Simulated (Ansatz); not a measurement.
Os under changes of volume

One of the cells (13.982 Å³/atom); the others are scaled copies at fixed shape and fractional positions:

```xyz
2
Lattice="2.7341 0.0000 0.0000 -1.3671 2.3678 0.0000 0.0000 0.0000 4.3197" Properties=species:S:1:pos:R:3 pbc="T T T"
Os    1.3671    0.7893    3.2398
Os    0.0000    1.5785    1.0799
```

```yaml
Program: Ansatz 0.2.0
Functional: PBE
Dispersion: D4
Potentials_or_basis: Ansatz PAW
Cutoff: "420 eV (not typed: the program's choice for these potentials)"
k_mesh: 11 × 11 × 6
Occupations: fermi-dirac, width 0.05 eV
Spin: no spin polarisation
```

```csv
volume (Å³/atom),energy over the lowest point (meV/atom),pressure (GPa)
13.143,82.47,32.0
13.423,36.90,20.6
13.703,10.09,10.4
13.982,0.00,1.4
14.262,?,?
14.542,22.94,-13.8
14.821,52.87,-20.2
```

**Question.** What does the run at 14.262 Å³/atom give?

**Answer.** Energy over the lowest point 4.83 meV/atom; pressure -6.7 GPa.

Worked out: A Birch-Murnaghan fit of order 3 (a polynomial in V^(-2/3)) to the other rows has its minimum at 14.03 Å³/atom with B0 = V·E''(V) = 420 GPa and B' = 4.7 at fixed shape and positions, which overstates the stiffness. It gives 4.80 meV/atom at 14.262 Å³/atom, against the run's 4.83, and -dE/dV = -6.7 GPa, against -6.7.

Energies are extrapolated to zero smearing.

Caveats: pairwise dispersion overbinds metals, which lowers pressure and volume.
